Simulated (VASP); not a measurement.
Level of theory: MS2 meta-GGA, VASP's PBE PAW potentials (set 64) (plane waves; VASP).

A VASP calculation is set up with these files.

File POSCAR:
```
ZrO2
1
   -0.0000000000     2.5336762499     2.5336762499
    2.5336762499     0.0000000000     2.5336762499
    2.5336762499     2.5336762499    -0.0000000000
Zr O
1 2
Direct
  0.0000000000   0.0000000000   0.0000000000
  0.2500000000   0.2500000000   0.2500000000
  0.7500000000   0.7500000000   0.7500000000
```

### INCAR
```
SYSTEM = ZrO2
PREC = Accurate; ENCUT = 520; LREAL = .FALSE.
LASPH = .TRUE.
EDIFF = 1E-6; NELM = 100; ALGO = Normal
LMAXMIX = 4; LMIXTAU = .TRUE.
ISMEAR = 0; SIGMA = 0.05
METAGGA = MS2
IBRION = 2; NSW = 60; ISIF = 3
EDIFFG = -0.02
LWAVE = .FALSE.; LCHARG = .FALSE.
```

File KPOINTS:
```
Automatic mesh
0
Gamma
7 7 7
0 0 0
```

POTCAR, in this order: Zr_sv O (PBE.64 set). Program: vasp_std.

What VASP printed:

### OUTCAR
```
 ion  position               nearest neighbor table
   1  0.000  0.000  0.000-   3 2.19   3 2.19   3 2.19   2 2.19   3 2.19   2 2.19   2 2.19   2 2.19
  LATTYP: Found a face centered cubic cell.
 ALAT       =     5.0673524998
 Subroutine PRICEL returns:
 Original cell was already a primitive cell.
 Subroutine GETGRP returns: Found 48 space group operations
The static configuration has the point symmetry O_h .
The dynamic configuration has the point symmetry O_h .
 Subroutine INISYM returns: Found 48 space group operations
 Subroutine IBZKPT returns following result:
 Found     20 irreducible k-points:

 Following reciprocal coordinates:
            Coordinates               Weight
  0.000000  0.000000  0.000000      1.000000
  0.142857  0.000000  0.000000      8.000000
  0.285714  0.000000  0.000000      8.000000
  0.428571  0.000000  0.000000      8.000000
  0.142857  0.142857  0.000000      6.000000
  0.285714  0.142857  0.000000     24.000000
  0.428571  0.142857  0.000000     24.000000
 -0.428571  0.142857  0.000000     24.000000
 -0.285714  0.142857  0.000000     24.000000
 -0.142857  0.142857  0.000000     12.000000
  0.285714  0.285714  0.000000      6.000000
  0.428571  0.285714  0.000000     24.000000
 -0.428571  0.285714  0.000000     24.000000
 -0.285714  0.285714  0.000000     12.000000
  0.428571  0.428571  0.000000      6.000000
 -0.428571  0.428571  0.000000     12.000000
  0.428571  0.285714  0.142857     24.000000
 -0.428571  0.285714  0.142857     48.000000
 -0.428571  0.428571  0.142857     24.000000
 -0.285714  0.428571  0.142857     24.000000
   k-points           NKPTS =     20   k-points in BZ     NKDIM =     20   number of bands    NBANDS=     16
   number of dos      NEDOS =    301   number of ions     NIONS =      3
   total plane-waves  NPLWV =  21952
   dimension x,y,z NGX =    28 NGY =   28 NGZ =   28
   dimension x,y,z NGXF=    56 NGYF=   56 NGZF=   56
...
```

OSZICAR:
```
       N       E                     dE             d eps       ncg     rms          rms(c)
DAV:   1     0.137023049520E+03    0.13702E+03   -0.13620E+04   640   0.145E+03
DAV:   2    -0.666774826926E+02   -0.20370E+03   -0.19962E+03   904   0.377E+02
DAV:   3    -0.774019512261E+02   -0.10724E+02   -0.10489E+02  1016   0.755E+01
DAV:   4    -0.775767978202E+02   -0.17485E+00   -0.17465E+00   704   0.892E+00
DAV:   5    -0.775810075541E+02   -0.42097E-02   -0.42051E-02   968   0.101E+00    0.492E+01
DAV:   6    -0.251242452777E+02    0.52457E+02   -0.17813E+02   760   0.731E+01    0.214E+01
DAV:   7    -0.374912605038E+02   -0.12367E+02   -0.56709E+01   832   0.447E+01    0.156E+01
DAV:   8    -0.367302842195E+02    0.76098E+00   -0.21099E+01  1008   0.362E+01    0.860E+00
DAV:   9    -0.324910338841E+02    0.42393E+01   -0.52533E+00   656   0.316E+01    0.587E+00
DAV:  10    -0.292486740578E+02    0.32424E+01   -0.31635E+00   736   0.217E+01    0.419E+00
DAV:  11    -0.332289739497E+02   -0.39803E+01   -0.43311E+00   744   0.216E+01    0.351E+00
DAV:  12    -0.332513775831E+02   -0.22404E-01   -0.67190E-02   760   0.227E+00    0.347E+00
DAV:  13    -0.332720067963E+02   -0.20629E-01   -0.13450E-02   888   0.141E+00    0.312E+00
DAV:  14    -0.333582000939E+02   -0.86193E-01   -0.12819E-01   664   0.413E+00    0.239E+00
DAV:  15    -0.333076603214E+02    0.50540E-01   -0.49199E-02   848   0.122E+00    0.194E+00
DAV:  16    -0.333431338423E+02   -0.35474E-01   -0.20223E-02  1040   0.138E+00    0.157E+00
DAV:  17    -0.333393829354E+02    0.37509E-02   -0.99508E-03   800   0.124E+00    0.752E-01
DAV:  18    -0.333403510861E+02   -0.96815E-03   -0.13244E-03   824   0.393E-01    0.608E-01
DAV:  19    -0.333393812042E+02    0.96988E-03   -0.34958E-03   640   0.836E-01    0.219E-01
DAV:  20    -0.333391296497E+02    0.25155E-03   -0.11373E-03  1008   0.254E-01    0.181E-01
DAV:  21    -0.333391698842E+02   -0.40235E-04   -0.47817E-05   984   0.587E-02    0.139E-01
DAV:  22    -0.333391470045E+02    0.22880E-04   -0.84084E-05   872   0.628E-02    0.103E-01
DAV:  23    -0.333391086330E+02    0.38372E-04   -0.50062E-05   768   0.496E-02    0.767E-02
DAV:  24    -0.333390613306E+02    0.47302E-04   -0.76192E-05   792   0.764E-02    0.401E-02
DAV:  25    -0.333390468863E+02    0.14444E-04   -0.46683E-05   768   0.505E-02    0.923E-03
DAV:  26    -0.333390460523E+02    0.83401E-06   -0.27675E-06   656   0.159E-02
   1 F= -.33339046E+02 E0= -.33339046E+02  d E =-.333390E+02
       N       E                     dE             d eps       ncg     rms          rms(c)
DAV:   1    -0.334228543754E+02   -0.83807E-01   -0.40543E+00   784   0.220E+01    0.352E+00
DAV:   2    -0.333443342141E+02    0.78520E-01   -0.38933E-01   752   0.605E+00    0.147E+00
DAV:   3    -0.333299887754E+02    0.14345E-01   -0.80334E-02  1016   0.266E+00    0.155E-01
DAV:   4    -0.333327192431E+02   -0.27305E-02   -0.18348E-02  1024   0.118E+00    0.259E-01
DAV:   5    -0.333313123919E+02    0.14069E-02   -0.14091E-02   656   0.120E+00    0.140E-01
DAV:   6    -0.333292681874E+02    0.20442E-02   -0.76584E-04  1016   0.251E-01    0.180E-01
DAV:   7    -0.333343130849E+02   -0.50449E-02   -0.78909E-03   640   0.972E-01    0.543E-02
DAV:   8    -0.333343453093E+02   -0.32224E-04   -0.17092E-04   776   0.180E-01    0.193E-02
DAV:   9    -0.333343500729E+02   -0.47637E-05   -0.12517E-05   856   0.404E-02    0.140E-02
DAV:  10    -0.333343468342E+02    0.32387E-05   -0.11086E-05   984   0.274E-02    0.551E-03
DAV:  11    -0.333343472637E+02   -0.42944E-06   -0.18008E-06   512   0.173E-02
   2 F= -.33334347E+02 E0= -.33334347E+02  d E =0.469879E-02
       N       E                     dE             d eps       ncg     rms          rms(c)
DAV:   1    -0.333802153838E+02   -0.45869E-01   -0.15280E+00   776   0.135E+01    0.218E+00
DAV:   2    -0.333475446070E+02    0.32671E-01   -0.13871E-01   768   0.365E+00    0.894E-01
DAV:   3    -0.333406383037E+02    0.69063E-02   -0.27790E-02   976   0.166E+00    0.953E-02
DAV:   4    -0.333416966821E+02   -0.10584E-02   -0.60768E-03   992   0.731E-01    0.154E-01
DAV:   5    -0.333399703983E+02    0.17263E-02   -0.70426E-03   640   0.871E-01    0.892E-02
DAV:   6    -0.333401075449E+02   -0.13715E-03   -0.12383E-04  1040   0.124E-01    0.923E-02
DAV:   7    -0.333421113077E+02   -0.20038E-02   -0.28360E-03   640   0.618E-01    0.980E-02
DAV:   8    -0.333423180871E+02   -0.20678E-03   -0.12962E-04   824   0.132E-01    0.744E-02
DAV:   9    -0.333423363067E+02   -0.18220E-04   -0.19163E-05   976   0.384E-02    0.905E-02
DAV:  10    -0.333423431614E+02   -0.68546E-05   -0.23365E-06   480   0.172E-02    0.102E-01
DAV:  11    -0.333423303487E+02    0.12813E-04   -0.24703E-06   504   0.149E-02    0.911E-02
DAV:  12    -0.333423108199E+02    0.19529E-04   -0.14720E-05   824   0.386E-02    0.633E-02
DAV:  13    -0.333423006606E+02    0.10159E-04   -0.20741E-05   984   0.473E-02    0.255E-02
DAV:  14    -0.333422992647E+02    0.13959E-05   -0.53004E-06   776   0.239E-02    0.698E-03
DAV:  15    -0.333423003719E+02   -0.11072E-05   -0.12750E-06   336   0.131E-02    0.268E-03
DAV:  16    -0.333423000295E+02    0.34247E-06   -0.19854E-07   320   0.496E-03
   3 F= -.33342300E+02 E0= -.33342300E+02  d E =-.325398E-02
```

File OUTCAR:
```
------------------------ aborting loop because EDIFF is reached ----------------------------------------
  FORCE on cell =-STRESS in cart. coord.  units (eV):
  Direction    XX          YY          ZZ          XY          YZ          ZX
  --------------------------------------------------------------------------------------
  Total       -0.0041979     -0.0041979     -0.0041979      0.0000000      0.0000000      0.0000000
  in kB       -0.2044614     -0.2044614     -0.2044614      0.0000000      0.0000000      0.0000000
  external PRESSURE =      -0.2044614 kB  Pullay stress =       0.0000000 kB
  volume of cell :       32.90
      direct lattice vectors                 reciprocal lattice vectors
    -0.000000000  2.543128744  2.543128744    -0.196608214  0.196608214  0.196608214
     2.543128744  0.000000000  2.543128744     0.196608214 -0.196608214  0.196608214
     2.543128744  2.543128744 -0.000000000     0.196608214  0.196608214 -0.196608214
 POSITION                                       TOTAL-FORCE (eV/Angst)
 -----------------------------------------------------------------------------------
      0.00000      0.00000      0.00000        -0.000000      0.000000     -0.000000
      1.27156      1.27156      1.27156        -0.000000     -0.000000     -0.000000
      3.81469      3.81469      3.81469         0.000000     -0.000000      0.000000
 -----------------------------------------------------------------------------------
    total drift:                                0.000000      0.000000      0.000000
  FREE ENERGIE OF THE ION-ELECTRON SYSTEM (eV)
  ---------------------------------------------------
  free  energy   TOTEN  =       -33.3423000295 eV

  energy  without entropy=      -33.3423000295  energy(sigma->0) =      -33.34230003

 reached required accuracy - stopping structural energy minimisation
```
(Selected blocks of OUTCAR.)

### CONTCAR
```
ZrO2
   1.00000000000000
    -0.0000000000000000    2.5431287438443055    2.5431287438443055
     2.5431287438443055    0.0000000000000000    2.5431287438443055
     2.5431287438443055    2.5431287438443055   -0.0000000000000000
  Zr              O
     1     2
Direct
     0.0000000000000000    0.0000000000000000    0.0000000000000000
     0.2500000000000000    0.2500000000000000    0.2500000000000000
     0.7500000000000000    0.7500000000000000    0.7500000000000000
```

The compound is ZrO2 in the fluorite structure, the high-temperature cubic form, which is unstable at 0 K; the monoclinic form is the stable one. This run relaxes it. Symmetry was kept, so distortions that lower it aren't found. The start is the result of an earlier pass.
